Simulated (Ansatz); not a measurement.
## Calculated S-33 NMR of the central transition for SnS₂ under strain

Cell: a COD entry, relaxed with PBE at fixed cell and then changed (z stretched by 2 %, ions relaxed).

```
Sn S
1.0
     3.60500    0.00000    0.00000
    -1.80250    3.12202    0.00000
     0.00000    0.00000    5.56920
Sn S
1 2
Cartesian
  0.0000 0.0000 0.0000
  1.8025 1.0407 4.0824
  0.0000 2.0813 1.4868
```

Sites (sets of like atoms) are named by element and the number of their first atom in this list.

All values are calculated (Ansatz; DFT, PBE, plane waves and PAW, scalar-relativistic, 420 eV cutoff, Γ-centred 14×14×8 k-points, Fermi–Dirac smearing 0.02 eV), not measured.

S-33 has I = 3/2 and Q = -69.40 mb (Pyykkö 2018); at 21.1 T its Larmor frequency is ν₀ = 69.0 MHz. Only the quadrupole interaction is simulated: positions count from each site's isotropic chemical shift, and J coupling is left out, as are shift anisotropy and dipolar coupling, which fast spinning averages.

(1) Simulate the second-order pattern (fast magic-angle spinning, Gaussian broadening 0.7 kHz) of site S (3 Sn at 2.56 Å).

Results:

(1) The calculation gives C_Q = 5.55 MHz and η = 0.00, so ν_Q = 2.78 MHz and the centre of gravity lies at -162 ppm (-11.2 kHz).

offset (kHz), height and a bar:
```
   -28.88          0 
   -27.74          4 #
   -26.60          6 ##
   -25.46          6 ##
   -24.32          6 ##
   -23.18          7 ##
   -22.04          7 ##
   -20.90          7 ##
   -19.76          8 ##
   -18.62          8 ###
   -17.49         81 ########################
   -16.35         73 ######################
   -15.21         53 ################
   -14.07         47 ##############
   -12.93         44 #############
   -11.79         43 #############
   -10.65         43 #############
    -9.51         45 #############
    -8.37         48 ##############
    -7.23         53 ################
    -6.09         64 ###################
    -4.95        100 ##############################
    -3.81         87 ##########################
    -2.67          0
```

An axis of threefold or higher order runs through S, so V_zz lies along it and η is zero.

Without spin–orbit coupling (the program notes it for Sn) the gradients can shift somewhat, as the gap is small. At this changed cell the PBE pressure is 6 GPa.
